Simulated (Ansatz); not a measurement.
Nuclear-site quantities of Zr as the cell is scaled

```yaml
crystal:
  lattice:
    - [-1.81000, 1.81000, 1.81000]
    - [1.81000, -1.81000, 1.81000]
    - [1.81000, 1.81000, -1.81000]
  atoms:
    - { symbol: Zr, position: [0.00000, 0.00000, 0.00000] }
```

The geometry is COD entry 9008559, unchecked; take it as a test cell.

All numbers below come from Ansatz 0.2.0, DFT, PBE, all-electron PAW with datasets made for the crystal, scalar-relativistic.

The runs use a Γ-centred 14×14×14 k mesh, Fermi–Dirac smearing of 0.08 eV, cutoff 240 eV (chosen by the program for this cell), no spin polarisation.

The contact density is the mean electron density over the nuclear volume; its changes follow the s electrons' response to bonding and compression. Changes below are taken from the unscaled cell, where it is 490601 e/Å³ at Zr.

Volumes at which the program chose other datasets or cutoffs are left out.

| V/V(cell) | P (GPa) | Δρ(0) Zr (e/Å³) |
| --- | --- | --- |
| 0.9400 | 2.3 | ? |
| 0.9500 | 1.3 | 1.38 |
| 0.9600 | 0.3 | ? |
| 0.9800 | -1.4 | ? |
| 0.9900 | -2.2 | 0.27 |
| 1.0000 | -3.0 | 0.00 |
| 1.0100 | -3.8 | -0.26 |

Q: What belongs in the row "0.9600", column "Δρ(0) Zr (e/Å³)"?

A: 1.09.

Q: What belongs in the row "0.9400", column "Δρ(0) Zr (e/Å³)"?

A: 1.67.

Q: What belongs in the row "0.9800", column "Δρ(0) Zr (e/Å³)"?

A: 0.54.

The datasets are made afresh for each cell, so very small changes are uncertain.
